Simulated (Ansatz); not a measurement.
# PbS: a single-point run

Wanted: a converged single-point run for PbS, and a check of what comes out. The structure is shown as the input types it. The cell is built on a prototype (NiAs type) and needn't be the phase found in nature.

Method: density functional or hybrid calculation with the settings of its input, plane waves (as first typed), in Ansatz 0.2.0.

3 further runs of the same task are left out: 1 for a known fault of the program, 2 that didn't finish.

**1. The starting structure**

The structure is hexagonal, space group P6_3/mmc (No. 194). Conventional cell: a = 4.123 Å, b = 4.123 Å, c = 7.334 Å, α = 90.00°, β = 90.00°, γ = 120.00°. Pb (site symmetry -3m) has 6 S at 3.00 Å as nearest neighbours. S (site symmetry -6m2) has 6 Pb at 3.00 Å as nearest neighbours.

Coordinates:

```
Pb S
1.0
     4.12345    0.00000    0.00000
    -2.06173    3.57101    0.00000
     0.00000    0.00000    7.33373
Pb S
2 2
Cartesian
  0.0000 0.0000 0.0000
  0.0000 0.0000 3.6669
  0.0000 2.3807 1.8334
  2.0617 1.1903 5.5003
```

**2. Input and run**

The input, input.yaml:

```yaml
crystal:
  lattice:
    - [4.1234513027, 0.0, 0.0]
    - [-2.0617256514, 3.5710135794, 0.0]
    - [0.0, 0.0, 7.333731635]
  atoms:
    - { symbol: Pb, position: [0.0, 0.0, 0.0] }
    - { symbol: Pb, position: [0.0, 0.0, 0.5] }
    - { symbol: S, position: [0.3333333333, 0.6666666667, 0.25] }
    - { symbol: S, position: [0.6666666667, 0.3333333333, 0.75] }
kpoints:
  mp_grid: { grid: [6, 6, 2] }
hamiltonian:
  xc: hse06
scf:
  occupations: { method: cold, width: 1.5 }
  n_extra_bands: 5
output:
  forces: true
  stress: true
  eigenvalues: true
```

On the command line:

```
$ ansatz run input.yaml --threads 4 --pin off --max-ram 3686MiB --backend cpu --events-out ev --progress --plain --runs-dir out
```

What happens when this is run?

This run ends as converged, with warnings (filled band counts differ across k points, stress exchange threshold loose, stress scf threshold loose). Its log warns: «output.stress: scf.convergence.dr2_threshold = 1e-7 eV (the SCF's general default) is looser than the 4e-10 eV advised for a printed stress (1e-10 eV for each atom of the ...»

The suspect setting: scf.occupations.method is cold; scf.occupations.width is 1.5. A smearing this wide moves electrons out of filled levels into empty ones.

The test: set scf.occupations.method to fermi_dirac and scf.occupations.width to 0.02.
